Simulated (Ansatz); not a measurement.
# Trial inputs on CaSe

All trials start from this Ansatz input:

```yaml
crystal:
  lattice:
    - [0.0, 2.9702381052, 2.9702381052]
    - [2.9702381052, 0.0, 2.9702381052]
    - [2.9702381052, 2.9702381052, 0.0]
  atoms:
    - { symbol: Ca, position: [0.0, 0.0, 0.0] }
    - { symbol: Se, position: [0.5, 0.5, 0.5] }
basis:
  ecutwfc: 420
kpoints:
  mp_grid: { grid: [4, 4, 4] }
hamiltonian:
  xc: pbe
scf:
  occupations: { method: gaussian, width: 0.1 }
output:
  forces: true
  stress: true
  eigenvalues: true
```

Command:

```bash
ansatz run input.yaml --threads 1 --pin off --max-ram 1331MiB --backend cpu --events-out ev --progress --plain --runs-dir out
```

The run converges in 6 SCF iterations on 8 irreducible k-points: pressure 0.55 GPa, gap on the sampled k-points 2.05 eV.

The inputs are trials, many of them unsound on purpose. Their numbers show the effect of the settings and aren't properties of the material. Each trial's input is given as a difference from the reference's; energies are extrapolated to zero smearing where there is one, and pressure is positive in compression. Charged cells sit in a uniform background, and their pressures hang on that convention.

Trial 1:

```diff
-basis:
-  ecutwfc: 420
+basis: {}
 hamiltonian:
-  xc: pbe
+  xc: lda
 scf:
+  lower_state_search: "off"
```

The run converges in 6 SCF iterations on 8 irreducible k-points: pressure -3.61 GPa, gap on the sampled k-points 1.90 eV.

Trial 2:

```diff
 kpoints:
-  mp_grid: { grid: [4, 4, 4] }
+  mp_grid: { grid: [2, 1, 4], shift: [0.5, 0.5, 0] }
 scf:
-  occupations: { method: gaussian, width: 0.1 }
+  occupations: { method: tetrahedron }
```

The run converges in 6 SCF iterations on 3 irreducible k-points: energy 508 meV per atom below the reference, pressure -2.78 GPa, gap on the sampled k-points 4.55 eV. It warns that the printed bands weren't solved further after the SCF; that the mesh lowers the symmetry; that forces and stress under tetrahedra may miss the energy's slope.

Trial 3:

```diff
+total_charge: -1
 basis:
+  ecutrho_ratio: 2
 scf:
+  mixing: { preconditioner: kerker_dos }
+  initial_density: { chi_scale: 0, normalization: atom }
+  max_iter: 73
```

The run converges in 8 SCF iterations on 8 irreducible k-points: pressure -11.38 GPa (with the neutralising background of the charged cell), no gap. It warns that the density cutoff lies under the recommended one.

Trial 4:

```diff
 kpoints:
-  mp_grid: { grid: [4, 4, 4] }
+  mp_grid: { kspacing: 0.83 }
 scf:
-  occupations: { method: gaussian, width: 0.1 }
+  occupations: { method: fixed }
+  max_iter: 40
 output:
+  dos: { method: smearing }
```

The run converges in 6 SCF iterations on 4 irreducible k-points: energy 35.1 meV per atom above the reference, pressure 0.94 GPa, gap on the sampled k-points 2.35 eV.

Trial 5:

```diff
+total_charge: 0.1
 basis:
+  xc_grid: 4
 kpoints:
-  mp_grid: { grid: [4, 4, 4] }
+  mp_grid: { grid: [2, 2, 2] }
 hamiltonian:
-  xc: pbe
+  xc: blyp
 scf:
-  occupations: { method: gaussian, width: 0.1 }
+  occupations: { method: fermi_dirac, width: 0.068 }
+  mixing: { algorithm: msr1 }
+  eigensolver: { kind: davidson }
+  max_iter: 93
```

The run converges in 8 SCF iterations on 3 irreducible k-points: pressure 6.31 GPa (with the neutralising background of the charged cell), no gap.

Trial 6:

```diff
 basis:
+  xc_grid: 2
 kpoints:
-  mp_grid: { grid: [4, 4, 4] }
+  mp_grid: { grid: [2, 2, 2] }
 hamiltonian:
+  hubbard: { sites: [{ species: Se, l: p, u_eff: 2.2 }] }
 scf:
+  mixing: { preconditioner: ldos }
+  max_iter: 81
```

The run converges in 8 SCF iterations on 3 irreducible k-points: pressure 3.15 GPa, gap on the sampled k-points 2.65 eV. Under a U the state reached may not be the lowest.